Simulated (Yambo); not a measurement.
**PbSe (Clausthalite) in Yambo: convergence with bands in self energy**

The system is PbSe (Clausthalite).

```xyz
2
Lattice="0.0000 3.0606 3.0606 3.0606 0.0000 3.0606 3.0606 3.0606 0.0000" Properties=species:S:1:pos:R:3 pbc="T T T"
Pb    0.0000    0.0000    0.0000
Se    3.0606    3.0606    3.0606
```

| Quantity | Value |
| --- | --- |
| Program | Yambo 5.3.0 |
| Task | G0W0 quasiparticle levels |
| Functional | PBE |
| Potentials or basis | PseudoDojo 0.4 FR PBE standard |
| Cutoff | 1170 eV |
| Density cutoff | 4680 eV |
| k mesh | 4 × 4 × 4 |
| Occupations | fixed |
| Spin | non-collinear spin, zero start, spin-orbit coupling |
| k mesh of the self-consistent run | 8 × 8 × 8 |
| Random integration of the Coulomb term | yes |
| Direction of the field or of q to 0 | x + y + z |
| Broadening | 0.1 eV |
| States corrected | Γ and the k points of the band edges |
| Frequency dependence of W | plasmon pole |
| Terminator of the band sum in the self-energy | none |
| Quasiparticle equation | linearised (Newton) |
| Imaginary frequency of the plasmon-pole fit | 27.2114 eV |
| Bands in the response | 230 |
| Bands in the self-energy | 70 |
| Cutoff of the response matrix | 8 Ry |
| Cutoff of exchange and Vxc | 86 Ry |
| Bands corrected (first, last) | [29, 32] |

These are the settings of the first run; the series varies bands in self energy, with any setting tied to it.

```tsv
bands in self energy	quasiparticle gap at the points computed (eV)
70	0.067
110	-0.033
230	-0.125
```

Not settled before the last step: the quasiparticle gap at the points computed (to 0.05 eV). The tightest run that finished is the yardstick and may itself not be fully converged.

Caveat, for the tightest run too: the k mesh is coarse (spacing up to 0.44 Å⁻¹), so the values aren't converged; the potentials hold a filled d shell without the s and p states of that shell, which can shift GW gaps by tenths of an eV, either way; this version prints the column dSc/dw multiplied by 27.2.
